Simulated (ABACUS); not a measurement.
Crystal: Zn.

```
Zn
1.0
     2.67000    0.00000    0.00000
    -1.33500    2.31229    0.00000
     0.00000    0.00000    4.96600
Zn
2
Direct
  0.66667 0.33333 0.75000
  0.33333 0.66667 0.25000
```

A run of ABACUS 3.10.1 on this cell left the log below. Logs are shortened: lines on timing, memory, paths and dates and some standing lists are left out, and cuts for length are marked.

```text
ABACUS v3.10.1

               Atomic-orbital Based Ab-initio Computation at UStc

 ------------------------------------------------------------------------------------

 READING GENERAL INFORMATION
                           global_out_dir = OUT.Zn/
                           global_in_card = INPUT
                               pseudo_dir = ./
                              orbital_dir =
                                    DSIZE = 4
                                    GSIZE = 1

 READING UNITCELL INFORMATION
                                    ntype = 1
                  lattice constant (Bohr) = 1.88973
              lattice constant (Angstrom) = 1

 READING ATOM TYPE 1
                               atom label = Zn
                      L=0, number of zeta = 1
                      L=1, number of zeta = 1
                      L=2, number of zeta = 1
             number of atom for this type = 2

                        TOTAL ATOM NUMBER = 2
DIRECT COORDINATES
    atom                   x                   y                   z     mag                  vx                  vy                  vz
taud_Zn1            0.6666666667        0.3333333333        0.7500000000  0.0000        0.0000000000        0.0000000000        0.0000000000
taud_Zn2            0.3333333333        0.6666666667        0.2500000000  0.0000        0.0000000000        0.0000000000        0.0000000000

                          Volume (Bohr^3) = 206.898
                             Volume (A^3) = 30.6591

 Lattice vectors: (Cartesian coordinate: in unit of a_0)
                +2.67                  +0                  +0
               -1.335            +2.31229                  +0
                   +0                  +0              +4.966
 Reciprocal vectors: (Cartesian coordinate: in unit of 2 pi/a_0)
            +0.374532           +0.216236                  -0
                   -0           +0.432472                  -0
                   +0                  -0           +0.201369
 The esolver type has been set to : ksdft_pw

                PAO radial cut off (Bohr) = 10

 Read in pseudopotential file is Zn_ONCV_PBE-1.2.upf
                     pseudopotential type = NC
          exchange-correlation functional = PBE
                 nonlocal core correction = 0
                        valence electrons = 20
                                     lmax = 2
                           number of zeta = 0
                     number of projectors = 6
                           L of projector = 0
                           L of projector = 0
                           L of projector = 1
                           L of projector = 1
                           L of projector = 2
                           L of projector = 2
     initial pseudo atomic orbital number = 0

[... 91 lines left out ...]
                                   nkstot = 405
                       right hand lattice = 1
(for reciprocal lattice: )
                             BRAVAIS TYPE = 4
                     BRAVAIS LATTICE NAME = 04. Hexagonal cell
                                    ibrav = 4
                       right hand lattice = 1
(for k-lattice: )
                             BRAVAIS TYPE = 4
                     BRAVAIS LATTICE NAME = 04. Hexagonal cell
                                    ibrav = 4
                       right hand lattice = 1
                        ROTATION MATRICES = 24
                               nkstot_ibz = 36
K-POINTS REDUCTION ACCORDING TO SYMMETRY
     IBZ    DIRECT_X    DIRECT_Y    DIRECT_Z  WEIGHT  ibz2bz
       1  0.00000000  0.00000000  0.00000000  0.0025       0
       2 -0.11111111  0.11111111  0.00000000  0.0148       1
       3 -0.22222222  0.22222222  0.00000000  0.0148       2
       4 -0.33333333  0.33333333  0.00000000  0.0148       3
       5 -0.44444444  0.44444444  0.00000000  0.0148       4
       6 -0.11111111  0.22222222  0.00000000  0.0148      10
[... 22 lines left out ...]
      29 -0.44444444  0.44444444  0.40000000  0.0296     166
      30 -0.11111111  0.22222222  0.40000000  0.0296     172
[... 6 further k points ...]

                               nkstot now = 36
[... K-POINTS DIRECT COORDINATES: 36 rows ...]

           k-point number in this process = 9
       minimum distributed K point number = 9
[... stars of the k points ...]

[... K-POINTS CARTESIAN COORDINATES: 9 rows ...]

[... K-POINTS DIRECT COORDINATES: 9 rows ...]

 SETUP PLANE WAVES FOR WAVE FUNCTIONS
     energy cutoff for wavefunc (unit:Ry) = 84
              fft grid for wave functions = [ 30, 30, 60 ]
                    number of plane waves = 3829
                         number of sticks = 187

 PARALLEL PW FOR WAVE FUNCTIONS
     PROC   COLUMNS(POT)             PW
        1            187           3829
 --------------- sum -------------------
        1            187           3829

 SETUP NONLOCAL PSEUDOPOTENTIALS IN PLANE WAVE BASIS
 Zn non-local projectors:
 projector 1 L=0
 projector 2 L=0
 projector 3 L=1
 projector 4 L=1
 projector 5 L=2
 projector 6 L=2
      TOTAL NUMBER OF NONLOCAL PROJECTORS = 36

 Init Non-Local PseudoPotential table :
 Init Non-Local-Pseudopotential done.

                                     npwx = 2713

 -------------------------------------------
 STEP OF RELAXATION : 1
 -------------------------------------------
                                 init_chg = atomic

 PW ALGORITHM --------------- ION=   1  ELEC=   1--------------------------------
 Notice: Threshold on eigenvalues was too large.
 hsover_error=0.4 > DRHO=0.0742406
 Origin diag ethr = 0.01
 New diag ethr = 0.000185602
[... 1080 lines left out ...]
 Largest gradient in stress is 0.375080 kbar.
 Threshold is 1.000000 kbar.

 Relaxation is converged!

 --------------------------------------------
 !FINAL_ETOT_IS -10893.6483469379818416 eV
 --------------------------------------------
```

Problem. What input gives this log?

Solution. Relaxation of cell and atoms with PBE, no spin polarisation. The files as run (others can give the same):

INPUT
```
INPUT_PARAMETERS
suffix              Zn
calculation         cell-relax
basis_type          pw
pseudo_dir          ./
symmetry            1
dft_functional      pbe
ecutwfc             84
pseudo_rcut         10
nspin               1
nbands              24
ks_solver           dav
smearing_method     fd
smearing_sigma      0.00367493
scf_thr             1e-08
scf_nmax            100
mixing_type         broyden
mixing_beta         0.7
cal_force           1
cal_stress          1
relax_nmax          60
force_thr_ev        0.02
relax_method        cg
out_stru            1
stress_thr          1
kpar                4
```

STRU
```
ATOMIC_SPECIES
Zn 65.3800 Zn_ONCV_PBE-1.2.upf

LATTICE_CONSTANT
1.8897261246

LATTICE_VECTORS
2.6700000000 0.0000000000 0.0000000000
-1.3350000000 2.3122878281 0.0000000000
0.0000000000 0.0000000000 4.9660000000

ATOMIC_POSITIONS
Direct

Zn
0.0
2
0.6666666667 0.3333333333 0.7500000000 1 1 1
0.3333333333 0.6666666667 0.2500000000 1 1 1
```

KPT
```
K_POINTS
0
Gamma
9 9 5 0 0 0
```

Potentials or basis: SG15 ONCV 1.2 PBE, plane waves.
Launch:
```console
$ OMP_NUM_THREADS=1 mpirun -np 4 abacus > log
```
